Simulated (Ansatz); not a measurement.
**AlN: further runs on the relaxed cell**

An exercise on one series of results from a longer session: the logs are not shown, and one member is left open.

The COD entry's cell or inner coordinates are ideal or old and differ from later refinements, so a difference from it is no clean test against experiment.

Computed with Ansatz 0.2.0 (DFT PBE, scalar-relativistic, plane waves, PAW, unless a step's input says otherwise).

1 further run of the same task is left out (set aside as unsound or not needed).

## Starting point

It takes space group P6_3mc (No. 186, hexagonal). The conventional cell has a = 3.130 Å, b = 3.130 Å, c = 5.018 Å, α = 90.00°, β = 90.00°, γ = 120.00°. Al (site symmetry 3m) is surrounded by 4 N at 1.90 to 1.91 Å. N (site symmetry 3m) is surrounded by 4 Al at 1.90 to 1.91 Å.

As a file:

```xyz
4
Lattice="3.1302 0.0000 0.0000 -1.5651 2.7109 0.0000 0.0000 0.0000 5.0180" Properties=species:S:1:pos:R:3 pbc="T T T"
Al    0.0000    1.8072   -0.0039
Al    1.5651    0.9036    2.5051
N     0.0000    1.8072    1.9107
N     1.5651    0.9036    4.4197
```

This cell was relaxed beforehand with the same method: volume 10.65 Å³/atom, gap on the mesh 4.03 eV.

Set-up of the first run:

input.yaml

```yaml
crystal:
  lattice:
    - [3.1302469248, 0.0, 0.0]
    - [-1.5651234624, 2.710873357, 0.0]
    - [0.0, 0.0, 5.0179926668]
  atoms:
    - { symbol: Al, position: [0.3333333333, 0.6666666667, -0.0007707949] }
    - { symbol: Al, position: [0.6666666667, 0.3333333333, 0.4992292051] }
    - { symbol: "N", position: [0.3333333333, 0.6666666667, 0.3807707949] }
    - { symbol: "N", position: [0.6666666667, 0.3333333333, 0.8807707949] }
basis:
  ecutwfc: 420
kpoints:
  mp_grid: { grid: [12, 12, 6] }
  band_path:
    path:
      - [[0.0, 0.0, 0.0], [0.5, 0.0, 0.0], [0.33333333, 0.33333333, 0.0], [0.0, 0.0, 0.0], [0.0, 0.0, 0.5], [0.5, 0.0, 0.5], [0.33333333, 0.33333333, 0.5], [0.0, 0.0, 0.5]]
      - [[0.5, 0.0, 0.5], [0.5, 0.0, 0.0]]
      - [[0.33333333, 0.33333333, 0.5], [0.33333333, 0.33333333, 0.0]]
    npoints: 14
hamiltonian:
  xc: pbe
scf:
  occupations: { method: gaussian, width: 0.02 }
  n_extra_bands: 10
output:
  forces: true
  stress: true
  eigenvalues: true
  populations: true
  dos: { projected: true, de: 0.02, nscf_kmesh: { grid: [18, 18, 9] } }
  bader: true
  write_density: true
  write_potential: true
  elf: true
  volumetric_format: npy
```

On the command line:

```bash
ansatz run input.yaml --threads 1 --pin off --max-ram 2560MiB --backend cpu --events-out ev --progress --plain --runs-dir out
```

Steps of the session up to this table: Electronic structure at the relaxed geometry; Band edges anywhere in the zone; Eigenvalues a small step from each edge; The cell scaled to 0.97 of its volume; Point at V/V0 = 1.03; Point at V/V0 = 0.94; The cell scaled to 1.06 of its volume.

One of the session's tables, all rows but one given; the rest of the session is left out.

```
volume (Å³/atom)  energy above the lowest point (meV/atom)  pressure (GPa)  gap on the mesh (eV)
          10.007                                      25.5           13.43                  4.55
          10.326                                         ?               ?                     ?
          10.645                                       0.0            0.00                  4.03
          10.965                                       5.5           -5.38                  3.79
          11.284                                      20.9          -10.02                  3.55
```

**Question.** Estimate the row for volume (Å³/atom) = 10.326.

Worked estimate for «energy above the lowest point (meV/atom)». A straight line through the neighbours (10.007, 25.5) and (10.645, 0.0) gives 25.5 + (0.0 − 25.5) × (10.326 − 10.007) / (10.645 − 10.007) = 12.7; a parabola fitted to 3 rows on both sides gives 6.7.

The run gave: energy above the lowest point (meV/atom): 6.1; pressure (GPa): 6.24; gap on the mesh (eV): 4.29. In «energy above the lowest point (meV/atom)» the line misses by +6.6 and the parabola by +0.6.

Caveats from the session: It is a Kohn-Sham gap, without temperature or zero-point motion.
